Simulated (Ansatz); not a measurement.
# Cu, Cu31 defect cell: relaxing cell and atoms, single point and relaxing the atoms, part 2 of 2

The task, for Cu, Cu31 defect cell: 3 runs in a chain (relaxing cell and atoms, single point and relaxing the atoms).

Ansatz 0.2.0; DFT r2SCAN, scalar-relativistic, plane waves, PAW.

### 3 Single point

It takes the final geometry of step 2: a supercell is built.

Input file input.yaml:

```yaml
crystal:
  lattice:
    - [7.157492846, 0.0, 0.0]
    - [0.0, 7.157492846, 0.0]
    - [0.0, 0.0, 7.157492846]
  atoms:
    - { symbol: Cu, position: [0.5, 0.0, 0.0] }
    - { symbol: Cu, position: [0.75, 0.25, 0.0] }
    - { symbol: Cu, position: [0.75, 0.0, 0.25] }
    - { symbol: Cu, position: [0.0, 0.0, 0.0] }
    - { symbol: Cu, position: [0.25, 0.25, 0.0] }
    - { symbol: Cu, position: [0.5, 0.5, 0.0] }
    - { symbol: Cu, position: [0.75, 0.75, 0.0] }
    - { symbol: Cu, position: [0.25, 0.0, 0.25] }
    - { symbol: Cu, position: [0.5, 0.25, 0.25] }
    - { symbol: Cu, position: [0.75, 0.5, 0.25] }
    - { symbol: Cu, position: [0.5, 0.0, 0.5] }
    - { symbol: Cu, position: [0.75, 0.25, 0.5] }
    - { symbol: Cu, position: [0.75, 0.0, 0.75] }
    - { symbol: Cu, position: [0.0, 0.5, 0.0] }
    - { symbol: Cu, position: [0.25, 0.75, 0.0] }
    - { symbol: Cu, position: [0.0, 0.25, 0.25] }
    - { symbol: Cu, position: [0.25, 0.5, 0.25] }
    - { symbol: Cu, position: [0.5, 0.75, 0.25] }
    - { symbol: Cu, position: [0.0, 0.0, 0.5] }
    - { symbol: Cu, position: [0.25, 0.25, 0.5] }
    - { symbol: Cu, position: [0.5, 0.5, 0.5] }
    - { symbol: Cu, position: [0.75, 0.75, 0.5] }
    - { symbol: Cu, position: [0.25, 0.0, 0.75] }
    - { symbol: Cu, position: [0.5, 0.25, 0.75] }
    - { symbol: Cu, position: [0.75, 0.5, 0.75] }
    - { symbol: Cu, position: [0.0, 0.75, 0.25] }
    - { symbol: Cu, position: [0.0, 0.5, 0.5] }
    - { symbol: Cu, position: [0.25, 0.75, 0.5] }
    - { symbol: Cu, position: [0.0, 0.25, 0.75] }
    - { symbol: Cu, position: [0.25, 0.5, 0.75] }
    - { symbol: Cu, position: [0.5, 0.75, 0.75] }
    - { symbol: Cu, position: [0.0, 0.75, 0.75] }
scf:
  occupations: { method: gaussian, width: 0.1 }
output:
  forces: true
  stress: true
  eigenvalues: true
kpoints:
  mp_grid: { grid: [8, 8, 8] }
hamiltonian:
  xc: r2scan
  pseudopotentials: { kind: paw, azcp: { folder: soft_1 } }
```

Run with:

```sh
> ansatz run input.yaml --threads 8 --pin off --max-ram 16384MiB --backend cpu --events-out ev --progress --plain --runs-dir out
```

What it wrote (excerpt; [...] marks lines left out):

```text
Warning: RAYON_NUM_THREADS=8 ignored (pool sized by the plan → 8); use --threads N
[...]
Pseudopotentials: kind: paw
Pseudopotential: Cu, paw, valence charge 19, recommended cutoff 500 eV (meta_gga), <dir>
Functional definition: r2SCAN
[...]
Crystal: 32 atoms, lattice volume = 366.676 Å³
Basis set: ecut = 500 eV, 9315 PW (Γ), exchange–correlation on 216×216×216 points (64 copies of the dense FFT grid, shifted against one another)
Bands: 365, of which v1, the nominal top of the filled ones, is band 304 counted from 1 (303 counted from 0)
Symmetry: 1536 space group operations
Space group: Fm-3m (ITA 225), of the structure as read, at distance tolerance 7.2e-5 Å
k-points: 35 of 512
[...]
SCF iter   1: F=—  HF=-212216.051823 eV  |F-HF|=—  |Δ(HF+E_count)|=         —  Δρ=2.08e-1  dr2=9.62e1  dr2_τ=1.10e-1  ethr=3.10e-3  ⟨swp⟩=4.8  Hψ=38410  notcnv=0  defer=128
[...]
SCF converged after 10 iterations
Free energy (F): -212200.129230 eV
[...]
E sigma→0 (E₀):  -212200.108755 eV
Entropy (-TS):   -0.040950 eV (-1.280 meV/atom)
Fermi energy:    16.823833 eV
[...]
--- Forces (eV/Å), atoms counted from 1 ---
  atom   1  Cu    -0.00000000    -0.00000000     0.00000000
  atom   2  Cu    -0.00000000    -0.00000000    -0.00000000
  atom   3  Cu    -0.00000000    -0.00000000    -0.00000000
  atom   4  Cu    -0.00000000     0.00000000     0.00000000
  atom   5  Cu    -0.00000000    -0.00000000    -0.00000000
  atom   6  Cu    -0.00000000    -0.00000000    -0.00000000
  atom   7  Cu    -0.00000000     0.00000000     0.00000000
  atom   8  Cu    -0.00000000    -0.00000000     0.00000000
[...]
--- Stress (GPa, compression-positive) ---
        0.009651       0.000000       0.000000
       -0.000000       0.009651      -0.000000
        0.000000      -0.000000       0.009651
  P = ⅓ Tr σ = 0.0097 GPa (0.097 kbar)
--- Band table (eV; the first three rows and the last of 35) ---
[...]
```

Run time: 75 s. Hardware: 8 threads of AMD EPYC 7R43 (Zen 3), shared host; peak memory 8.8 GiB.

### 4 Relaxing the atoms: Cu31 defect cell

It takes the final geometry of step 2: a supercell is built; 1 atom is removed.

Edit input.yaml of step 3 so:

```diff
@@ -6,3 +6,2 @@
   atoms:
-    - { symbol: Cu, position: [0.5, 0.0, 0.0] }
     - { symbol: Cu, position: [0.75, 0.25, 0.0] }
@@ -42,3 +41,3 @@
   forces: true
-  stress: true
+  stress: false
   eigenvalues: true
@@ -49 +48,4 @@
   pseudopotentials: { kind: paw, azcp: { folder: soft_1 } }
+relax:
+  f_tol: 0.01
+  max_steps: 25
```

Run with:

```sh
> ansatz run input.yaml --threads 8 --pin off --max-ram 16384MiB --backend cpu --events-out ev --progress --plain --runs-dir out
```

What it wrote (excerpt; [...] marks lines left out):

```text
Warning: RAYON_NUM_THREADS=8 ignored (pool sized by the plan → 8); use --threads N
[...]
[... 3 set-up lines as earlier in the session ...]
[...]
Crystal: 31 atoms, lattice volume = 366.676 Å³
Basis set: ecut = 500 eV, 9315 PW (Γ), exchange–correlation on 216×216×216 points (64 copies of the dense FFT grid, shifted against one another)
Bands: 354, of which v1, the nominal top of the filled ones, is band 295 counted from 1 (294 counted from 0)
[... 1 set-up line as earlier in the session ...]
Space group: Pm-3m (ITA 221), of the structure as read, at distance tolerance 7.2e-5 Å
k-points: 35 of 512
[...]
SCF iter   1: F=—  HF=-205582.703914 eV  |F-HF|=—  |Δ(HF+E_count)|=         —  Δρ=2.03e-1  dr2=9.20e1  dr2_τ=1.01e-1  ethr=3.10e-3  ⟨swp⟩=4.3  Hψ=36685  notcnv=0  defer=238
[...]
    - { symbol: Cu, position: [0.7491419002425471, 0.7508580997574528, 0.49999999999999994] }
    - { symbol: Cu, position: [0.25289995641035845, -5.863661656013042e-21, 0.7528999564103583] }
    - { symbol: Cu, position: [0.49999999999999994, 0.24710004358964155, 0.7528999564103583] }
    - { symbol: Cu, position: [0.7491419002425471, 0.49999999999999994, 0.7508580997574528] }
    - { symbol: Cu, position: [-2.3454646624052e-20, 0.7508580997574528, 0.24914190024254707] }
    - { symbol: Cu, position: [-2.3454646624052016e-20, 0.49999999999999994, 0.49999999999999994] }
    - { symbol: Cu, position: [0.2508580997574529, 0.7508580997574528, 0.49999999999999994] }
    - { symbol: Cu, position: [-2.345464662405207e-20, 0.24914190024254707, 0.7508580997574528] }
    - { symbol: Cu, position: [0.2508580997574529, 0.49999999999999994, 0.7508580997574528] }
    - { symbol: Cu, position: [0.49999999999999994, 0.7528999564103583, 0.7528999564103583] }
    - { symbol: Cu, position: [-2.3454646624051913e-20, 0.7508580997574528, 0.7508580997574528] }
```

Run time: 6.2 min. Hardware: 8 threads of AMD EPYC 7R43 (Zen 3), shared host; peak memory 8.7 GiB.

The steps of the relaxation:

| step | energy from step 1 (eV/cell) | largest force component (eV/Å) |
| --- | --- | --- |
| 1 | 0.0000 | 0.1411 |
| 2 | -0.0203 | 0.0963 |
| 3 | -0.0369 | 0.0029 |
| 4 | -0.0369 | 0.0029 |

Step 1 is the start.

### 5 Summary of results

What follows sums up all 2 parts.

| step | system | k mesh | energy (eV) | gap on the mesh (eV) | time |
| --- | --- | --- | --- | --- | --- |
| 2 | Cu | 38×38×38 | -6631.253 | 0.00 | 18 s |
| 3 | Cu | 8×8×8 | -212200.109 | 0.00 | 75 s |
| 4 | Cu31 defect cell | 8×8×8 | -205567.690 | 0.00 | 6.2 min |

Totals of different systems or levels have different zeros; only balanced differences at one level mean anything.

```
                           quantity                                                                      value
relaxed cell, step 2 (conventional)  a = 3.579 Å, b = 3.579 Å, c = 3.579 Å, α = 90.00°, β = 90.00°, γ = 90.00°
```

What this shows: Against the measured lattice constant a of Cu, 3.615 Å (300 K; quoted in “Multiple origins of extra electron diffractions in fcc metals”, 2023, arxiv:2311.10326), the calculated 3.579 Å is off by -1.0 %. That is the cell relaxed with r2SCAN, without thermal expansion or zero-point motion.
